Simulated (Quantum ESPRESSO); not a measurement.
# Si/SiC(110) interfaces: a series in the in-plane cubic lattice constant, part 2 of 11

Aim: how the results for Si/SiC(110) interfaces change with the in-plane cubic lattice constant.

Quantum ESPRESSO 7.5; plane-wave DFT, PBE, GBRV ultrasoft pseudopotentials.

So far. Step 2 (Variable-cell relaxation, 4.34 Å):  The last row is no step: it is a fresh SCF in the final cell with a new plane-wave basis, -0 meV from the row before.

This is not the structure that Si takes at ambient pressure and room temperature (diamond type); it is a model or a phase of other conditions.

## Step 3: Self-consistent run, 4.34 Å

A bulk run at that cell gives the reference energy and levels.

Input file m0.first.bulk.in:

```
&control
  prefix = 'm0.first.bulk'
  outdir = './out'
  pseudo_dir = './pseudo'
  calculation = 'scf'
  tprnfor = .true.
/
&system
  ibrav = 0
  nat = 4
  ntyp = 1
  ecutwfc = 40
  ecutrho = 200
  occupations = 'smearing'
  smearing = 'fd'
  degauss = 0.002
  nbnd = 12
/
&electrons
  conv_thr = 1e-09
  mixing_beta = 0.4
  electron_maxstep = 120
/
ATOMIC_SPECIES
  Si  28.0850  si_pbe_v1.uspp.F.UPF
CELL_PARAMETERS angstrom
  4.34000000000000 0.00000000000000 0.00000000000000
  0.00000000000000 3.06884343000000 0.00000000000000
  0.00000000000000 0.00000000000000 4.81839421900000
ATOMIC_POSITIONS crystal
  Si  -0.095446490100 0.000000000000 0.000000000000
  Si  0.345446374000 0.500000000000 0.000000000000
  Si  0.404553679700 0.500000000000 0.500000000000
  Si  0.845446436400 0.000000000000 0.500000000000
K_POINTS automatic
  6 8 8 0 0 0
```

Command:

```console
> OMP_NUM_THREADS=1 mpirun -n 4 pw.x -nk 4 -in m0.first.bulk.in > m0.first.bulk.out
```

Output:

```text
[banner, memory and clock lines left out]
Program PWSCF v.7.5 starts
[citation notice left out]

[...]
Message from routine setup:
[...]
bravais-lattice index     =            0
     lattice parameter (alat)  =       8.2014  a.u.
     unit-cell volume          =     433.0753 (a.u.)^3
     number of atoms/cell      =            4
     number of atomic types    =            1
     number of electrons       =        16.00
     number of Kohn-Sham states=           12
     kinetic-energy cutoff     =      40.0000  Ry
     charge density cutoff     =     200.0000  Ry
     scf convergence threshold =      1.0E-09
     mixing beta               =       0.4000
     number of iterations used =            8  plain     mixing
     Exchange-correlation= SLA  PW   PBE  PBE
                           (   1   4   3   4   0   0   0)

[...]
PseudoPot. # 1 for Si read from file:
     ./pseudo/si_pbe_v1.uspp.F.UPF
     Pseudo is Ultrasoft + core correction, Zval =  4.0
     Generated by new atomic code, or converted to UPF format
     Using radial grid of  899 points,  6 beta functions with:
                l(1) =   0
                l(2) =   0
                l(3) =   1
                l(4) =   1
                l(5) =   2
                l(6) =   2
     Q(r) pseudized with  8 coefficients,  rinner =    0.900   0.900   0.900
                                                       0.900   0.900

     atomic species   valence    mass     pseudopotential
     Si                4.00    28.08500     Si( 1.00)

      4 Sym. Ops. (no inversion) found

[...]
number of k points=   100  Fermi-Dirac smearing, width (Ry)=  0.0020

     Number of k-points >= 100: set verbosity='high' to print them.

     Dense  grid:    20643 G-vectors     FFT dimensions: (  40,  27,  45)

     Smooth grid:    14843 G-vectors     FFT dimensions: (  36,  24,  40)

     Initial potential from superposition of free atoms

     starting charge      15.9973, renormalised to      16.0000
     Starting wfcs are   16 randomized atomic wfcs

     per-process dynamical memory:    27.1 Mb

     Self-consistent Calculation

     iteration #  1     ecut=    40.00 Ry     beta= 0.40
     Davidson diagonalization with overlap
     ethr =  1.00E-02,  avg # of iterations =  3.2

     Threshold (ethr) on eigenvalues was too large:
     Diagonalizing with lowered threshold

     Davidson diagonalization with overlap
     ethr =  2.42E-04,  avg # of iterations =  3.3

     total energy              =     -38.27568319 Ry
     estimated scf accuracy    <       0.04063129 Ry

     iteration #  2     ecut=    40.00 Ry     beta= 0.40
[...]
total energy              =     -38.27645649 Ry
     estimated scf accuracy    <       0.00898158 Ry

     iteration #  3     ecut=    40.00 Ry     beta= 0.40
[...]
total energy              =     -38.27711510 Ry
     estimated scf accuracy    <       0.00077778 Ry

     iteration #  4     ecut=    40.00 Ry     beta= 0.40
[...]
total energy              =     -38.27723230 Ry
     estimated scf accuracy    <       0.00001158 Ry

     iteration #  5     ecut=    40.00 Ry     beta= 0.40
[...]
total energy              =     -38.27725345 Ry
     estimated scf accuracy    <       0.00000163 Ry

     iteration #  6     ecut=    40.00 Ry     beta= 0.40
[...]
total energy              =     -38.27725366 Ry
     estimated scf accuracy    <       0.00000004 Ry

     iteration #  7     ecut=    40.00 Ry     beta= 0.40
[...]
total energy              =     -38.27725368 Ry
     estimated scf accuracy    <          9.5E-09 Ry

     iteration #  8     ecut=    40.00 Ry     beta= 0.40
[...]
total energy              =     -38.27725368 Ry
     estimated scf accuracy    <          1.6E-09 Ry

     iteration #  9     ecut=    40.00 Ry     beta= 0.40
[...]
End of self-consistent calculation

     Number of k-points >= 100: set verbosity='high' to print the bands.

     the Fermi energy is     8.8895 ev

!    total energy              =     -38.27725368 Ry
     estimated scf accuracy    <          2.4E-11 Ry
     smearing contrib. (-TS)   =      -0.00014336 Ry
     internal energy E=F+TS    =     -38.27711032 Ry

     The total energy is F=E-TS. E is the sum of the following terms:
     one-electron contribution =      16.46733480 Ry
     hartree contribution      =       0.59503829 Ry
     xc contribution           =     -17.26538527 Ry
     ewald contribution        =     -38.07409815 Ry

     convergence has been achieved in   9 iterations

     Forces acting on atoms (cartesian axes, Ry/au):

     atom    1 type  1   force =    -0.00635498    0.00000000    0.00000000
     atom    2 type  1   force =     0.00635483    0.00000000    0.00000000
     atom    3 type  1   force =    -0.00635495    0.00000000    0.00000000
     atom    4 type  1   force =     0.00635510    0.00000000    0.00000000

     Total force =     0.012710     Total SCF correction =     0.000001

[...]
```

Elapsed: 14 s, on 4 MPI ranks of Intel Xeon at 2.70GHz, shared host; peak memory 0.33 GiB.

Read from the output:

| Property | Result |
| --- | --- |
| free energy | -520.7886 eV |
| energy at zero smearing | -520.7876 eV |
| Fermi energy | 8.889 eV |
| valence top, on the run's zero | 11.10 eV |
| conduction bottom, on the run's zero | 6.765 eV |

By band count these two levels touch or overlap: there is no gap, and they are no band edges.

## Step 4: Electrostatic potential, 4.34 Å

plot_num = 11 writes the bare and Hartree potential, from which vacuum levels or, in a crystal, the mean potential are read.

Input file m0.first.bulk.pot.in:

```
&inputpp
  prefix = 'm0.first.bulk'
  outdir = './out'
  filplot = 'm0.first.bulk.pot.dat'
  plot_num = 11
/
```

Command:

```console
> OMP_NUM_THREADS=1 mpirun -n 4 pp.x -in m0.first.bulk.pot.in > m0.first.bulk.pot.out
```

Output:

```text
[banner, memory and clock lines left out]
Program POST-PROC v.7.5 starts

          URL

     ./out/m0.first.bulk.save/

     IMPORTANT: XC functional enforced from input :
     Exchange-correlation= PBE
                           (   1   4   3   4   0   0   0)
     Any further DFT definition will be discarded
     Please, verify this is what you really want

     Calling punch_plot, plot_num =  11
     Writing data to file  m0.first.bulk.pot.dat
     Message from routine chdens:
     namelist plot not found or invalid, exiting
```

Elapsed: 1.4 s, on 4 MPI ranks; peak memory 0.09 GiB.

Electrostatic potential energy of an electron; zero at the Fermi level. Table of potential energy, planar mean by z:

z (Å), potential energy, planar mean (eV) and a bar from the least value:
```
     0.00      -16.2 
     0.11      -15.8 #
     0.21      -14.6 ###
     0.43      -10.5 ##########
     0.54       -7.9 ###############
     0.64       -5.4 ###################
     0.75       -3.2 #######################
     0.86       -1.5 ##########################
     1.07        0.4 #############################
     1.18        0.7 ##############################
     1.28        0.6 ##############################
     1.39        0.1 #############################
     1.50       -0.8 ###########################
     1.61       -2.3 #########################
     1.82       -6.6 #################
     1.93       -9.2 ############
     2.03      -11.7 ########
     2.14      -13.8 ####
     2.25      -15.3 ##
     2.46      -16.1 
     2.57      -15.3 ##
     2.68      -13.8 ####
     2.78      -11.7 ########
     2.89       -9.2 ############
     3.11       -4.2 #####################
     3.21       -2.3 #########################
     3.32       -0.8 ###########################
     3.43        0.1 #############################
     3.53        0.6 ##############################
     3.64        0.7 ##############################
     3.85       -0.3 ############################
     3.96       -1.5 ##########################
     4.07       -3.2 #######################
     4.18       -5.4 ###################
     4.28       -7.9 ###############
     4.50      -12.8 ######
     4.60      -14.6 ###
     4.71      -15.8 #
```

[end of part 2 of 11]

[Logs are printed without paths, hosts, clocks, repeated set-up lines and the standing remarks that a program may print on its own settings, such as how far it seeks lower states.]

[Hosts, paths, dates, database ids (printed as entryN), source tags and the programs' standing remarks are cut or masked in the printed files.]

[Maps of the electrostatic potential energy from Ansatz leave out the sawtooth potential of an applied field or a dipole correction, so their vacuum need not be flat; planar profiles and work functions include it.]
